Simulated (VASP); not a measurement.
# Cd, energy difference of two geometries: which settings are enough?

Cd, P6_3/mmc (no. 194), 2 atoms in the cell. PBEsol, energy difference of two geometries; PAW potentials Cd (PBE set). VASP 6.6.1.

Wanted: energy difference within 0.5 meV/atom.

What the run is for: energy difference; Accuracy asked: standard; Second geometry: volume scaled by 1.04.

The series start from Plane-wave cutoff (eV): 360; Smearing width (eV): 0.03; k-point mesh: 14 × 14 × 7; Precision mode (PREC): Accurate; Electronic threshold (eV): 1e-6; Aspherical gradient terms in the spheres (LASPH): yes; Electronic algorithm: ALGO=Normal. Each series keeps the choices made before it, and each single choice may use up half of a tolerance. Times cover all steps of a run.

## Plane-wave cutoff (eV)

| Plane-wave cutoff (eV) | Energy difference (meV/atom) | Time (s) |
|---|---|---|
| 220 | 10.74 | 32 |
| 280 | 11.19 | 37 |
| 320 | 11.29 | 68 |
| 360 | 11.35 | 67 |
| 410 | 11.35 | 80 |
| 480 | 11.33 | 87 |
| 580 | 11.34 | 103 |
| 720 (reference) | 11.34 | 155 |

Chosen: 280, the loosest value from which every tighter one stays within half of the tolerance.

## Smearing width (eV)

| Smearing width (eV) | Energy difference (meV/atom) | Time (s) |
|---|---|---|
| 0.15 | 11.13 | 36 |
| 0.1 | 11.17 | 34 |
| 0.07 | 11.17 | 34 |
| 0.05 | 11.16 | 34 |
| 0.03 | 11.19 | 37 |
| 0.02 (reference) | 11.24 | 35 |

Chosen: 0.15.

## k-point mesh

| k-point mesh | Energy difference (meV/atom) | Time (s) |
|---|---|---|
| 5 × 5 × 2 | 9.61 | 11 |
| 6 × 6 × 3 | 8.87 | 12 |
| 7 × 7 × 4 | 13.15 | 14 |
| 9 × 9 × 4 | 9.41 | 17 |
| 12 × 12 × 6 | 10.98 | 26 |
| 14 × 14 × 7 | 11.13 | 36 |
| 17 × 17 × 8 | 11.30 | 49 |
| 20 × 20 × 9 (reference) | 11.44 | 59 |

Chosen: 17 × 17 × 8.

## Precision mode (PREC)

| Precision mode (PREC) | Energy difference (meV/atom) | Time (s) |
|---|---|---|
| SingleN | 9.62 | 32 |
| Normal | 11.26 | 32 |
| Single | 11.76 | 47 |
| Accurate (reference) | 11.30 | 49 |

Chosen: Accurate; the one before it in the list is off by more than half of the tolerance.

## Electronic threshold (eV)

| Electronic threshold (eV) | Energy difference (meV/atom) | Time (s) |
|---|---|---|
| 0.001 | 11.30 | 38 |
| 0.0001 | 11.30 | 41 |
| 1e-5 | 11.30 | 42 |
| 1e-6 | 11.30 | 49 |
| 1e-7 | 11.30 | 56 |
| 1e-8 (reference) | 11.30 | 60 |

Chosen: 0.001.

## Aspherical gradient terms in the spheres (LASPH)

| Aspherical gradient terms in the spheres (LASPH) | Energy difference (meV/atom) | Time (s) |
|---|---|---|
| yes | 11.30 | 38 |
| no | 11.29 | 40 |

Chosen: yes; no other choice that stays within half of the tolerance saves 30 % of the time.

## Electronic algorithm

| Electronic algorithm | Energy difference (meV/atom) | Time (s) |
|---|---|---|
| ALGO=Normal | 11.30 | 38 |
| ALGO=Fast | 11.30 | 48 |
| ALGO=VeryFast | 11.30 | 76 |
| ALGO=All ISEARCH=1 | 11.30 | 70 |
| ALGO=All ISEARCH=0 | 11.30 | 69 |
| ALGO=Damped TIME=0.4 | 11.31 | 69 |
| ALGO=Damped TIME=0.1 | 11.30 | 84 |

Chosen: ALGO=Normal.

## All choices together

| Input | Energy difference (meV/atom) | Time (s) |
|---|---|---|
| the program's defaults (naive) | 9.19 | 7.2 |
| chosen settings | 11.30 | 38 |
| reference settings throughout | 11.67 | 465 |

The tolerance is met.

## The input

INCAR:
```
ALGO     = Normal         # electronic algorithm
EDIFF    = 0.001          # SCF threshold, eV
ENCUT    = 280            # plane-wave cutoff, eV
GGA      = PS             # functional
GGA_COMPAT= False        
ISIF     = 2              # what is computed and relaxed
ISMEAR   = -1             # smearing method
KPAR     = 2            
LASPH    = True           # aspherical terms in the spheres
LCHARG   = False          # write CHGCAR
LREAL    = False          # projectors in reciprocal space
LWAVE    = False          # write WAVECAR
NELM     = 120            # most SCF steps
PREC     = Accurate       # precision mode
SIGMA    = 0.15           # smearing width, eV
```

KPOINTS:
```
Automatic mesh
0
Gamma
  17 17 8
  0 0 0
```

POSCAR.step1:
```
Cd
1.0
    2.9788700000      0.0000000000      0.0000000000
   -1.4894350000      2.5797770946      0.0000000000
    0.0000000000      0.0000000000      5.6176500000
Cd
2
Direct
    0.6666666667      0.3333333333      0.7500000000
    0.3333333333      0.6666666667      0.2500000000
```

POSCAR.step2:
```
Cd
1.0
    3.0180701533      0.0000000000      0.0000000000
   -1.5090350766      2.6137254232      0.0000000000
    0.0000000000      0.0000000000      5.6915749249
Cd
2
Direct
    0.6666666667      0.3333333333      0.7500000000
    0.3333333333      0.6666666667      0.2500000000
```

Commands (each step's output is kept before the next begins):
```
cat potpaw_PBE.64/Cd/POTCAR > POTCAR
cp POSCAR.step1 POSCAR
mpirun -np 2 vasp_std > vasp.out
cp POSCAR.step2 POSCAR
mpirun -np 2 vasp_std > vasp.out
```

The chosen input took VASP 6.6.1 38 s on 2 cores (AMD EPYC 7571), a shared host.

## An input that fails: too few bands

VASP's message: The number of bands is not sufficient to hold all electrons. I am sorry, but this calculation does not make sense. If you want to calculate only selected states, you need to set either EFERMI or EREF. EREF specifies around which energy states are supposed to be calculated. I found NBANDS = 11, NELECT = ….

Changes against the starting input:
```
- NELM = 120
+ NELM = 76
+ NBANDS = 11
```
